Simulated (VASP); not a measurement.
Runs of VASP 6.6.1 on ZnSe. It takes space group P4/nmm (No. 129, tetragonal). Conventional cell: a = 4.108 Å, b = 4.108 Å, c = 6.070 Å, α = 90.00°, β = 90.00°, γ = 90.00°. Se (site symmetry 4mm) is surrounded by 4 Zn at 2.54 Å. Zn (site symmetry -4m2) is surrounded by 4 Se at 2.54 Å and 4 Zn at 2.90 Å. Measurements of this composition are mostly on another form, of space group No. 216.

| cell | target pressure | gap on the mesh (eV) | pressure (GPa) | largest force (eV/Å) |
| --- | --- | --- | --- | --- |
| relaxed to 10 GPa | 10 GPa | 0.56 | 10.0 | - |
| relaxed to 20 GPa | 20 GPa | none | 20.0 | - |
| relaxed to 2 GPa | 2 GPa | 1.25 | 2.0 | 0.01 |
| relaxed to 30 GPa | 30 GPa | none | 30.0 | - |
| relaxed | - | (a) | 0.0 | - |
| relaxed to 5 GPa | 5 GPa | 0.95 | 5.0 | 0.01 |

Alike in all rows: task relaxation of cell and atoms; level LDA; potentials or basis VASP PAW LDA potentials, release 64 (Se, Zn); no spin polarisation; k mesh 5 × 5 × 4; cutoff (eV) 600; smearing fermi-dirac 0.05 eV.

Problem. Estimate the missing entries.

Solution. (a) 1.49.

Caveats: the cell is relaxed towards a set pressure, so the enthalpy falls and the energy may rise (some runs); an odd mesh through Γ misses points on the zone boundary, where band edges often lie (some runs).

A k mesh can miss the band edges, and the runs leave out spin-orbit coupling on Se.

A gap of «none» marks a metal or a gap under the smearing width.
